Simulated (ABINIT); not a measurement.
# SiC (F-43m): a self-consistent loop beyond G0W0, cycle by cycle, part 2 of 3

Wanted: G0W0 and self-consistent gaps of SiC (F-43m), with the cost of the cycles.

ABINIT 10.8.3; PBE and many-body steps on it, plane waves. Known limits of the many-body steps: not at the basis limit.

So far. Step 5 (evGW0, cycle 1): Against G0W0 in ABINIT (6×6×6 mesh, 157 bands, screening to 261.2 eV, Godby-Needs plasmon pole), the gap moves by +0.195 eV. This first cycle still uses the starting levels; it takes the full correction, at all points of the mesh, and its linearised value is 2.122 eV. Step 6 (evGW0, cycle 2): Against the cycle before, the gap moves by −0.068 eV.

## Step 7: evGW0, cycle 3

Level of this step: evGW0 on PBE, plane waves, norm-conserving pseudopotentials (ABINIT).

The input, run.abi:

```
acell 3*1.0 Angstrom
rprim 
  -0.000000000000 2.179000000000 2.179000000000
  2.179000000000 -0.000000000000 2.179000000000
  2.179000000000 2.179000000000 -0.000000000000
ntypat 2
znucl 14 6
natom 2
typat 1 2
xred 
  0.000000000000 0.000000000000 0.000000000000
  0.250000000000 0.250000000000 0.250000000000
pp_dirpath "pseudos"
pseudos "Si.upf, C.upf"
ecut 37
ngkpt 6 6 6
nshiftk 1
shiftk 0 0 0
kptopt 1
chksymbreak 0
istwfk *1
occopt 1
irdwfk 1
optdriver 4
nband 157
gwcalctyp 10
ecutsigx 37
symsigma 1
nkptgw 16
kptgw 
  0.0000000000 0.0000000000 0.0000000000
  0.1666666667 0.0000000000 0.0000000000
  0.3333333333 0.0000000000 0.0000000000
  0.5000000000 0.0000000000 0.0000000000
  0.1666666667 0.1666666667 0.0000000000
  0.3333333333 0.1666666667 0.0000000000
  0.5000000000 0.1666666667 0.0000000000
  -0.3333333333 0.1666666667 0.0000000000
  -0.1666666667 0.1666666667 0.0000000000
  0.3333333333 0.3333333333 0.0000000000
  0.5000000000 0.3333333333 0.0000000000
  -0.3333333333 0.3333333333 0.0000000000
  0.5000000000 0.5000000000 0.0000000000
  0.5000000000 0.3333333333 0.1666666667
  -0.3333333333 0.3333333333 0.1666666667
  -0.3333333333 0.5000000000 0.1666666667
bdgw 
  1 8
  1 8
  1 8
  1 8
  1 8
  1 8
  1 8
  1 8
  1 8
  1 8
  1 8
  1 8
  1 8
  1 8
  1 8
  1 8
ecuteps 9.6
irdscr 1
ppmodel 1
irdqps 1
indata_prefix "in"
outdata_prefix "out"
tmpdata_prefix "tmp"
```

Started as:

```console
$ OMP_NUM_THREADS=1 mpirun -n 4 abinit run.abi > log
```

Output:

```text
.Version 10.8.3 of ABINIT. v10.8.2 released Aug 2026.

 Symmetries : space group F-4 3 m (#216); Bravais cF (face-center cubic)
[... echo of the input left out ...]
== DATASET  1 ==================================================================
-   mpi_nproc: 4, omp_nthreads: 1 (-1 if OMP is not activated)

--- !DatasetInfo
iteration_state: {dtset: 1, }
dimensions: {natom: 2, nkpt: 16, mband: 157, nsppol: 1, nspinor: 1, nspden: 1, mpw: 1524, }
cutoff_energies: {ecut:  37.0, pawecutdg:  -1.0, }
[...]
.  kptgw no:  3; Maximum DeltaE = (   0.014  -0.000) for band index:  8
[...]
.  kptgw no: 15; Maximum DeltaE = (   0.018  -0.001) for band index:  7
.  kptgw no: 16; Maximum DeltaE = (  -0.017  -0.000) for band index:  1

== END DATASET(S) ==============================================================
================================================================================

 -outvars: echo values of variables after computation  --------
           etotal      0.0000000000E+00
            nband         157
             nkpt          16
          spgroup         216
 [... the other variables as echoed above ...]

 Calculation completed.
```

Wall time 11 min (4 MPI ranks of Arm Neoverse V1, shared host); peak memory 1.1 GiB.

This step gave:

```yaml
quasiparticle_gap_on_the_mesh: 2.252 eV
gap_of_the_density_functional_on_the_mesh: 1.361 eV
k_of_the_valence_top: 0, 0, 0
k_of_the_conduction_bottom: 0.5, 0.5, 0
least_direct_quasiparticle_gap_on_the_computed_points: 5.783 eV
```

Against the cycle before, the gap moves by +0.003 eV.

## Step 8: Screening, 6×6×6 mesh, 157 bands, screening to 261.2 eV

This step: RPA screening on PBE, plane waves, norm-conserving pseudopotentials.

The input, run.abi:

```
acell 3*1.0 Angstrom
rprim 
  -0.000000000000 2.179000000000 2.179000000000
  2.179000000000 -0.000000000000 2.179000000000
  2.179000000000 2.179000000000 -0.000000000000
ntypat 2
znucl 14 6
natom 2
typat 1 2
xred 
  0.000000000000 0.000000000000 0.000000000000
  0.250000000000 0.250000000000 0.250000000000
pp_dirpath "pseudos"
pseudos "Si.upf, C.upf"
ecut 37
ngkpt 6 6 6
nshiftk 1
shiftk 0 0 0
kptopt 1
chksymbreak 0
istwfk *1
occopt 1
irdwfk 1
optdriver 3
nband 157
ecuteps 9.6
inclvkb 2
awtr 1
symchi 1
gwcalctyp 10
mbpt_sciss 1.255 eV
nqptdm 1
qptdm 
  0 0 0
indata_prefix "in"
outdata_prefix "out"
tmpdata_prefix "tmp"
```

Output:

```text
.Version 10.8.3 of ABINIT. v10.8.2 released Aug 2026.

 Symmetries : space group F-4 3 m (#216); Bravais cF (face-center cubic)
[... echo of the input left out ...]
== DATASET  1 ==================================================================
-   mpi_nproc: 4, omp_nthreads: 1 (-1 if OMP is not activated)

--- !DatasetInfo
iteration_state: {dtset: 1, }
dimensions: {natom: 2, nkpt: 16, mband: 157, nsppol: 1, nspinor: 1, nspden: 1, mpw: 1524, }
cutoff_energies: {ecut:  37.0, pawecutdg:  -1.0, }
electrons: {nelect:   8.00000000E+00, charge:   0.00000000E+00, occopt:   1.00000000E+00, tsmear:   1.00000000E-02, }

 SCREENING: Calculation of the susceptibility and dielectric matrices

 Based on a program developped by R.W. Godby, V. Olevano, G. Onida, and L. Reining.
 Incorporated in ABINIT by V. Olevano, G.-M. Rignanese, and M. Torrent.
.Using double precision arithmetic ; gwpc =  8

[... cell and pseudopotentials left out ...]
--------------------------------------------------------------------------------

 ==== K-mesh for the wavefunctions ====
 Number of points in the irreducible wedge :    16
[... list of points left out ...]
 Together with 24 symmetry operations and time-reversal symmetry
 yields   216 points in the full Brillouin Zone.

 ==== Q-mesh for the screening function ====
 Number of points in the irreducible wedge :    16
[... list of points left out ...]
 Together with 24 symmetry operations and time-reversal symmetry
 yields   216 points in the full Brillouin Zone.

 setmesh: FFT mesh size selected  =    24x   24x   24
          total number of points  =        13824

 vcoul_init : cutoff-mode = AUXILIARY_FUNCTION
 q-points for optical limit:   1
     1)      0.000010    0.000020    0.000030

 Dielectric matrix will be calculated only for some
 selected q points provided by the user through the input variables
 nqptdm and qptdm

- screening: taking advantage of time-reversal symmetry
- Maximum band index for partially occupied states nbvw = 4
- Remaining bands to be divided among processors   nbcw = 153
- Number of bands treated by each node ~38

 rdqps: reading QP wavefunctions of the previous step
        looking for file in_QPS
 file not found, 1st iteration initialized with KS eigenelements

 screening : performing a first self-consistency
 update of the energies in W by a scissor operator
 applying a scissor operator of [eV] :   1.255

 Number of electrons calculated from density =    8.0000; Expected =    8.0000
 average of density, n =  0.057292
 r_s =    1.6092
 omega_plasma =   23.0888 [eV]

 calculating chi0 at frequencies [eV] :
  1    0.000000E+00    0.000000E+00
  2    0.000000E+00    2.308880E+01

--------------------------------------------------------------------------------
  q-point number  1        q = ( 0.000000, 0.000000, 0.000000) [r.l.u.]
--------------------------------------------------------------------------------
[... chi0 elements left out ...]
 For q-point:  0.000010 0.000020 0.000030
  dielectric constant =   6.2251
  dielectric constant without local fields =   6.7437

  Average fulfillment of the sum rule on Im[epsilon] for q-point    1 :     98.04  [%]
[... wings left out ...]
== END DATASET(S) ==============================================================
================================================================================

 -outvars: echo values of variables after computation  --------
           etotal      0.0000000000E+00
            nband         157
             nkpt          16
          spgroup         216
 [... the other variables as echoed above ...]

 Calculation completed.
```

Wall time 4.7 s (4 MPI ranks); peak memory 0.6 GiB; 18 s of CPU time.

This step gave:

| Item | Value |
| --- | --- |
| ε∞ with local fields, on this mesh, along the program's q direction | 6.225 |
| the same without local fields | 6.744 |
| plasma frequency | 23.09 eV |
| plane waves in the screening matrix | 181 |

This screening uses the functional's bands under a rigid shift, the mean opening of the cycle before.

## Step 9: Screening, 6×6×6 mesh, 157 bands, screening to 261.2 eV

This step: RPA screening on PBE from quasiparticle energies, plane waves, norm-conserving pseudopotentials.

Changes to run.abi since step 8:

```diff
@@ -29,7 +29,21 @@
 symchi 1
+irdqps 1
 gwcalctyp 10
-mbpt_sciss 1.255 eV
-nqptdm 1
+nqptdm 15
 qptdm 
-  0 0 0
+  0.1666666667 0.0000000000 0.0000000000
+  0.3333333333 0.0000000000 0.0000000000
+  0.5000000000 0.0000000000 0.0000000000
+  0.1666666667 0.1666666667 0.0000000000
+  0.3333333333 0.1666666667 0.0000000000
+  0.5000000000 0.1666666667 0.0000000000
+  -0.3333333333 0.1666666667 0.0000000000
+  -0.1666666667 0.1666666667 0.0000000000
+  0.3333333333 0.3333333333 0.0000000000
+  0.5000000000 0.3333333333 0.0000000000
+  -0.3333333333 0.3333333333 0.0000000000
+  0.5000000000 0.5000000000 0.0000000000
+  0.5000000000 0.3333333333 0.1666666667
+  -0.3333333333 0.3333333333 0.1666666667
+  -0.3333333333 0.5000000000 0.1666666667
 indata_prefix "in"
```

The input, mrgscr.stdin:

```
2
merged
q0_SCR
out_SCR
1
```

Started as:

```console
$ OMP_NUM_THREADS=1 mpirun -n 4 abinit run.abi > log; mrgscr < mrgscr.stdin
```

Output:

```text
.Version 10.8.3 of ABINIT. v10.8.2 released Aug 2026.

 Symmetries : space group F-4 3 m (#216); Bravais cF (face-center cubic)
[... echo of the input left out ...]
== DATASET  1 ==================================================================
-   mpi_nproc: 4, omp_nthreads: 1 (-1 if OMP is not activated)

--- !DatasetInfo
iteration_state: {dtset: 1, }
dimensions: {natom: 2, nkpt: 16, mband: 157, nsppol: 1, nspinor: 1, nspden: 1, mpw: 1524, }
cutoff_energies: {ecut:  37.0, pawecutdg:  -1.0, }
[...]
q-point number  1        q = ( 0.166667, 0.000000, 0.000000) [r.l.u.]
--------------------------------------------------------------------------------
[... chi0 elements left out ...]
  Average fulfillment of the sum rule on Im[epsilon] for q-point    2 :    107.37  [%]

--------------------------------------------------------------------------------
  q-point number  2        q = ( 0.333333, 0.000000, 0.000000) [r.l.u.]
--------------------------------------------------------------------------------
[... chi0 elements left out ...]
  Average fulfillment of the sum rule on Im[epsilon] for q-point    3 :    102.97  [%]

 [... 13 further q-points ...]
```

Elapsed: 71 s, on 4 MPI ranks; peak memory 0.98 GiB; 4.7 min of CPU time.

Numbers from this step:

```
plasma frequency                    : 23.09 eV
plane waves in the screening matrix : 181
```

This screening reads the quasiparticle levels of the cycle before.

## Step 10: evGW, cycle 1

This step: evGW on PBE, plane waves, norm-conserving pseudopotentials.

Changes to run.abi since step 9:

```diff
@@ -23,12 +23,10 @@
 irdwfk 1
-optdriver 3
+optdriver 4
 nband 157
-ecuteps 9.6
-inclvkb 2
-awtr 1
-symchi 1
-irdqps 1
 gwcalctyp 10
-nqptdm 15
-qptdm 
+ecutsigx 37
+symsigma 1
+nkptgw 16
+kptgw 
+  0.0000000000 0.0000000000 0.0000000000
   0.1666666667 0.0000000000 0.0000000000
@@ -48,2 +46,23 @@
   -0.3333333333 0.5000000000 0.1666666667
+bdgw 
+  1 8
+  1 8
+  1 8
+  1 8
+  1 8
+  1 8
+  1 8
+  1 8
+  1 8
+  1 8
+  1 8
+  1 8
+  1 8
+  1 8
+  1 8
+  1 8
+ecuteps 9.6
+irdscr 1
+ppmodel 1
+irdqps 1
 indata_prefix "in"
```

Started as:

```console
$ OMP_NUM_THREADS=1 mpirun -n 4 abinit run.abi > log
```

Output:

```text
.Version 10.8.3 of ABINIT. v10.8.2 released Aug 2026.

 Symmetries : space group F-4 3 m (#216); Bravais cF (face-center cubic)
[... echo of the input left out ...]
== DATASET  1 ==================================================================
-   mpi_nproc: 4, omp_nthreads: 1 (-1 if OMP is not activated)

--- !DatasetInfo
iteration_state: {dtset: 1, }
dimensions: {natom: 2, nkpt: 16, mband: 157, nsppol: 1, nspinor: 1, nspden: 1, mpw: 1524, }
cutoff_energies: {ecut:  37.0, pawecutdg:  -1.0, }
[...]
.  kptgw no:  3; Maximum DeltaE = (  -0.303   0.002) for band index:  1
[...]
.  kptgw no: 15; Maximum DeltaE = (  -0.256   0.000) for band index:  1
.  kptgw no: 16; Maximum DeltaE = (  -0.268   0.001) for band index:  1

== END DATASET(S) ==============================================================
================================================================================

 -outvars: echo values of variables after computation  --------
           etotal      0.0000000000E+00
            nband         157
             nkpt          16
          spgroup         216
 [... the other variables as echoed above ...]

 Calculation completed.
```

Elapsed: 11 min, on 4 MPI ranks; peak memory 1.1 GiB; 45 min of CPU time.

Numbers from this step:

* quasiparticle gap on the mesh: 2.439 eV
* gap of the density functional on the mesh: 1.361 eV
* k of the valence top: 0, 0, 0
* k of the conduction bottom: 0.5, 0.5, 0
* least direct quasiparticle gap on the computed points: 6.006 eV

Against G0W0 in ABINIT (6×6×6 mesh, 157 bands, screening to 261.2 eV, Godby-Needs plasmon pole), the gap moves by +0.317 eV.

## Step 11: Screening, 6×6×6 mesh, 157 bands, screening to 261.2 eV

This step: RPA screening on PBE, plane waves, norm-conserving pseudopotentials.

The input, run.abi:

```
acell 3*1.0 Angstrom
rprim 
  -0.000000000000 2.179000000000 2.179000000000
  2.179000000000 -0.000000000000 2.179000000000
  2.179000000000 2.179000000000 -0.000000000000
ntypat 2
znucl 14 6
natom 2
typat 1 2
xred 
  0.000000000000 0.000000000000 0.000000000000
  0.250000000000 0.250000000000 0.250000000000
pp_dirpath "pseudos"
pseudos "Si.upf, C.upf"
ecut 37
ngkpt 6 6 6
nshiftk 1
shiftk 0 0 0
kptopt 1
chksymbreak 0
istwfk *1
occopt 1
irdwfk 1
optdriver 3
nband 157
ecuteps 9.6
inclvkb 2
awtr 1
symchi 1
gwcalctyp 10
mbpt_sciss 1.489 eV
nqptdm 1
qptdm 
  0 0 0
indata_prefix "in"
outdata_prefix "out"
tmpdata_prefix "tmp"
```

Output:

```text
.Version 10.8.3 of ABINIT. v10.8.2 released Aug 2026.

 Symmetries : space group F-4 3 m (#216); Bravais cF (face-center cubic)
[... echo of the input left out ...]
== DATASET  1 ==================================================================
-   mpi_nproc: 4, omp_nthreads: 1 (-1 if OMP is not activated)

--- !DatasetInfo
iteration_state: {dtset: 1, }
dimensions: {natom: 2, nkpt: 16, mband: 157, nsppol: 1, nspinor: 1, nspden: 1, mpw: 1524, }
cutoff_energies: {ecut:  37.0, pawecutdg:  -1.0, }
[...]
[... chi0 elements left out ...]
 For q-point:  0.000010 0.000020 0.000030
  dielectric constant =   6.0929
  dielectric constant without local fields =   6.5907

  Average fulfillment of the sum rule on Im[epsilon] for q-point    1 :     98.56  [%]
[... wings left out ...]
== END DATASET(S) ==============================================================
================================================================================

 -outvars: echo values of variables after computation  --------
           etotal      0.0000000000E+00
            nband         157
             nkpt          16
          spgroup         216
 [... the other variables as echoed above ...]

 Calculation completed.
```

Wall time 4.5 s (4 MPI ranks); peak memory 0.62 GiB.

This step gave:

```
ε∞ with local fields, on this mesh, along the program's q direction : 6.093
the same without local fields                                       : 6.591
plasma frequency                                                    : 23.09 eV
plane waves in the screening matrix                                 : 181
```

This screening uses the functional's bands under a rigid shift, the mean opening of the cycle before.

## Step 12: Screening, 6×6×6 mesh, 157 bands, screening to 261.2 eV

This step: RPA screening on PBE from quasiparticle energies, plane waves, norm-conserving pseudopotentials.

Changes to run.abi since step 11:

```diff
@@ -29,7 +29,21 @@
 symchi 1
+irdqps 1
 gwcalctyp 10
-mbpt_sciss 1.489 eV
-nqptdm 1
+nqptdm 15
 qptdm 
-  0 0 0
+  0.1666666667 0.0000000000 0.0000000000
+  0.3333333333 0.0000000000 0.0000000000
+  0.5000000000 0.0000000000 0.0000000000
+  0.1666666667 0.1666666667 0.0000000000
+  0.3333333333 0.1666666667 0.0000000000
+  0.5000000000 0.1666666667 0.0000000000
+  -0.3333333333 0.1666666667 0.0000000000
+  -0.1666666667 0.1666666667 0.0000000000
+  0.3333333333 0.3333333333 0.0000000000
+  0.5000000000 0.3333333333 0.0000000000
+  -0.3333333333 0.3333333333 0.0000000000
+  0.5000000000 0.5000000000 0.0000000000
+  0.5000000000 0.3333333333 0.1666666667
+  -0.3333333333 0.3333333333 0.1666666667
+  -0.3333333333 0.5000000000 0.1666666667
 indata_prefix "in"
```

mrgscr.stdin is that of step 9.

Started as:

```console
$ OMP_NUM_THREADS=1 mpirun -n 4 abinit run.abi > log; mrgscr < mrgscr.stdin
```

Output:

```text
.Version 10.8.3 of ABINIT. v10.8.2 released Aug 2026.

 Symmetries : space group F-4 3 m (#216); Bravais cF (face-center cubic)
[... echo of the input left out ...]
== DATASET  1 ==================================================================
-   mpi_nproc: 4, omp_nthreads: 1 (-1 if OMP is not activated)

--- !DatasetInfo
iteration_state: {dtset: 1, }
dimensions: {natom: 2, nkpt: 16, mband: 157, nsppol: 1, nspinor: 1, nspden: 1, mpw: 1524, }
cutoff_energies: {ecut:  37.0, pawecutdg:  -1.0, }
[...]
q-point number  1        q = ( 0.166667, 0.000000, 0.000000) [r.l.u.]
--------------------------------------------------------------------------------
[... chi0 elements left out ...]
  Average fulfillment of the sum rule on Im[epsilon] for q-point    2 :    109.21  [%]

--------------------------------------------------------------------------------
  q-point number  2        q = ( 0.333333, 0.000000, 0.000000) [r.l.u.]
--------------------------------------------------------------------------------
[... chi0 elements left out ...]
  Average fulfillment of the sum rule on Im[epsilon] for q-point    3 :    104.13  [%]

 [... 13 further q-points ...]
```

It took 69 s on 4 MPI ranks; peak memory 0.98 GiB; 4.6 min of CPU time.

This step gave:

```yaml
plasma_frequency: 23.09 eV
plane_waves_in_the_screening_matrix: 181
```

This screening reads the quasiparticle levels of the cycle before.

## Step 13: evGW, cycle 2

This step: evGW on PBE, plane waves, norm-conserving pseudopotentials.

Changes to run.abi since step 12:

```diff
@@ -23,12 +23,10 @@
 irdwfk 1
-optdriver 3
+optdriver 4
 nband 157
-ecuteps 9.6
-inclvkb 2
-awtr 1
-symchi 1
-irdqps 1
 gwcalctyp 10
-nqptdm 15
-qptdm 
+ecutsigx 37
+symsigma 1
+nkptgw 16
+kptgw 
+  0.0000000000 0.0000000000 0.0000000000
   0.1666666667 0.0000000000 0.0000000000
@@ -48,2 +46,23 @@
   -0.3333333333 0.5000000000 0.1666666667
+bdgw 
+  1 8
+  1 8
+  1 8
+  1 8
+  1 8
+  1 8
+  1 8
+  1 8
+  1 8
+  1 8
+  1 8
+  1 8
+  1 8
+  1 8
+  1 8
+  1 8
+ecuteps 9.6
+irdscr 1
+ppmodel 1
+irdqps 1
 indata_prefix "in"
```

Started as:

```console
$ OMP_NUM_THREADS=1 mpirun -n 4 abinit run.abi > log
```

Output:

```text
.Version 10.8.3 of ABINIT. v10.8.2 released Aug 2026.

 Symmetries : space group F-4 3 m (#216); Bravais cF (face-center cubic)
[... echo of the input left out ...]
== DATASET  1 ==================================================================
-   mpi_nproc: 4, omp_nthreads: 1 (-1 if OMP is not activated)

--- !DatasetInfo
iteration_state: {dtset: 1, }
dimensions: {natom: 2, nkpt: 16, mband: 157, nsppol: 1, nspinor: 1, nspden: 1, mpw: 1524, }
cutoff_energies: {ecut:  37.0, pawecutdg:  -1.0, }
[...]
.  kptgw no:  3; Maximum DeltaE = (  -0.020   0.000) for band index:  2
[...]
.  kptgw no: 15; Maximum DeltaE = (  -0.017   0.000) for band index:  3
.  kptgw no: 16; Maximum DeltaE = (  -0.017  -0.000) for band index:  3

== END DATASET(S) ==============================================================
================================================================================

 -outvars: echo values of variables after computation  --------
           etotal      0.0000000000E+00
            nband         157
             nkpt          16
          spgroup         216
 [... the other variables as echoed above ...]

 Calculation completed.
```

It took 11 min on 4 MPI ranks; peak memory 1.1 GiB.

This step gave:

* quasiparticle gap on the mesh: 2.459 eV
* gap of the density functional on the mesh: 1.361 eV
* k of the valence top: 0, 0, 0
* k of the conduction bottom: 0.5, 0.5, 0
* least direct quasiparticle gap on the computed points: 6.030 eV

Against the cycle before, the gap moves by +0.020 eV.

[end of part 2 of 3]

[Paths, hosts, dates, memory and timing lines, banners, echoed tables and standing remarks are left out of the program output.]

[Logs are printed without paths, hosts, clocks, repeated set-up lines and the standing remarks that a program may print on its own settings, such as how far it seeks lower states.]

[Runs of the session that timed out or met a known fault of the program may be left out.]

[Hosts, paths, dates, database ids (printed as entryN), source tags and the programs' standing remarks are cut or masked in the printed files.]

[G0W0 gaps are taken among the corrected bands and points alone; a level outside them can change the order at an edge.]

[Where Ansatz stands beside ABINIT at settings called matched, ABINIT's density can come from a denser mesh and the files from another edition; pairs whose starting gaps differed by over 0.03 eV were left out, so agreement reads better than it is.]
